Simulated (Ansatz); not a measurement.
## WSe2: levels along high-symmetry lines

```yaml
crystal:
  lattice:
    - [3.29000, 0.00000, 0.00000]
    - [-1.64500, 2.84922, 0.00000]
    - [0.00000, 0.00000, 12.97000]
  atoms:
    - { symbol: W, position: [0.33333, 0.66667, 0.25000] }
    - { symbol: W, position: [0.66667, 0.33333, 0.75000] }
    - { symbol: Se, position: [0.33333, 0.66667, 0.62100] }
    - { symbol: Se, position: [0.66667, 0.33333, 0.12100] }
    - { symbol: Se, position: [0.33333, 0.66667, 0.87900] }
    - { symbol: Se, position: [0.66667, 0.33333, 0.37900] }
```

Atoms are numbered in the order listed.

The cell is COD entry 9009146, as deposited and not checked against the literature; nothing was relaxed.

No spin–orbit coupling, which matters for the heavy atoms here.

Method: DFT, PBE, all-electron LAPW, scalar-relativistic in Ansatz 0.2.0.

Numerical set-up: a Γ-centred 11×11×3 k mesh, Fermi–Dirac smearing of 0.08 eV, basis error target 0.5 meV/atom, no spin polarisation.

Points in fractions of the reciprocal vectors of this cell: Γ (0, 0, 0), M (0.5, 0, 0), K (0.333, 0.333, 0), A (0, 0, 0.5), L (0.5, 0, 0.5), H (0.333, 0.333, 0.5). The path joins them by straight lines in the order Γ–M–K–Γ–A–L–H–A–L; legs that retrace an earlier one aren't tabulated. Energies are in eV from the top of the valence band.

Q: Is there a gap?

A: 0.95 eV.

Q: List the levels between -14 and 8 eV at the symmetry points.

A: 
Γ: -13.69, -7.14, -6.03, -3.62, -2.67 (×2), -2.65 (×2), -1.55 (×2), -1.50 (×2), -1.10, -1.07, 0.00, 2.64 (×2), 2.69 (×2), 2.73 (×2), 2.94 (×2), 4.50, 5.17, 7.67
M: -13.20, -13.09, -12.98, -12.87, -6.86, -6.57, -5.62, -5.44, -4.91, -4.21, -3.37, -3.27, -2.63, -2.41, -1.43, -1.36, -1.28, -1.11, 2.13, 2.17, 2.32, 2.65, 2.98, 3.84, 3.88, 4.19, 4.40, 4.41, 6.30, 6.72, 7.51, 7.82
K: -12.85 (×2), -12.75 (×2), -5.84, -5.67 (×2), -5.65, -4.87, -4.59, -4.08 (×2), -3.84 (×2), -2.55 (×2), -0.44, -0.20, 1.33 (×2), 1.90, 3.08 (×2), 3.11, 4.64 (×2), 5.39, 5.80 (×2), 7.18
A: -13.88 (×2), -6.67 (×2), -2.66 (×4), -2.59 (×2), -1.53 (×4), -0.22 (×2), 2.65 (×4), 2.86 (×4), 4.86 (×2), 7.88 (×2)
L: -13.16 (×2), -12.91 (×2), -6.73 (×2), -5.58 (×2), -4.50 (×2), -3.32 (×2), -2.55 (×2), -1.34 (×2), -1.23 (×2), 2.15 (×2), 2.52 (×2), 3.38 (×2), 4.11 (×2), 4.24 (×2), 6.68 (×2), 7.55 (×2)
H: -12.85 (×2), -12.75 (×2), -5.76 (×2), -5.65 (×2), -4.71 (×2), -4.34 (×2), -3.43 (×2), -2.74 (×2), -0.34 (×2), 1.33 (×2), 2.43 (×2), 3.20 (×2), 4.38 (×2), 6.17 (×2), 6.30 (×2)

Kohn–Sham gaps of semilocal functionals usually fall short of measured ones.
